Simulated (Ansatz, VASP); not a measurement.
# Two plane-wave programs on Sn

```
CELL_PARAMETERS angstrom
-1.89465 1.89465 1.81887
1.89465 -1.89465 1.81887
1.89465 1.89465 -1.81887
ATOMIC_POSITIONS crystal
Sn 0.00000 0.00000 0.00000
```

Change from the starting cell: strain +0.000 along x and y, -0.040 along z, atoms carried along.

Alike in both runs: task single point; functional PBEsol; dispersion D3(BJ); k mesh 18 × 18 × 18; occupations gaussian, width 0.15 eV; no spin polarisation.

```csv
,VASP,Ansatz
version,VASP 6.6.1,Ansatz 0.2.0
potentials or method,"VASP PAW PBE potentials, release 64 (Sn_d)","scalar-relativistic, plane waves, PAW"
plane-wave cutoff (eV),520,420
valence electrons in the cell,14,14
```

|  | VASP | Ansatz | Ansatz less VASP |
| --- | --- | --- | --- |
| gap on the k mesh at the Fermi level (eV) | none | none | - |
| pressure (GPa) | -2.5 | -2.5 | +0.01 |
| largest component of the traceless stress (GPa) | 0.63 | 0.63 | 0.000 |

A gap of «none» marks a metal or a gap that the smearing closes.

Caveats: the PAW data sets were made with another functional, which shifts forces and pressure a little (VASP); pairwise dispersion overbinds metals, which lowers pressure and volume.
